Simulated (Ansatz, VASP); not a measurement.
## Al: VASP beside Ansatz

```
Al
1.0
     0.00000    2.01946    2.01946
     2.01946    0.00000    2.01946
     2.01946    2.01946    0.00000
Al
1
Direct
  0.00000 0.00000 0.00000
```

Alike in both runs: task single point; functional BLYP; k mesh 2 × 2 × 2; occupations gaussian, width 0.1 eV; no spin polarisation.

|  | VASP | Ansatz |
| --- | --- | --- |
| version | VASP 6.6.1 | Ansatz 0.2.0 |
| potentials or method | VASP PAW PBE potentials, release 64 (Al) | scalar-relativistic, plane waves, PAW |
| plane-wave cutoff (eV) | 520 | 653 |
| valence electrons in the cell | 3 | 3 |

|  | VASP | Ansatz | Ansatz less VASP |
| --- | --- | --- | --- |
| pressure (GPa) | -3.2 | -3.3 | -0.12 |

Ansatz warned: «force_scf_threshold_loose».

Caveats: the k mesh is coarse (spacing up to 1.35 Å⁻¹), so the values aren't converged; the PAW data sets were made with another functional, which shifts forces and pressure a little (VASP).
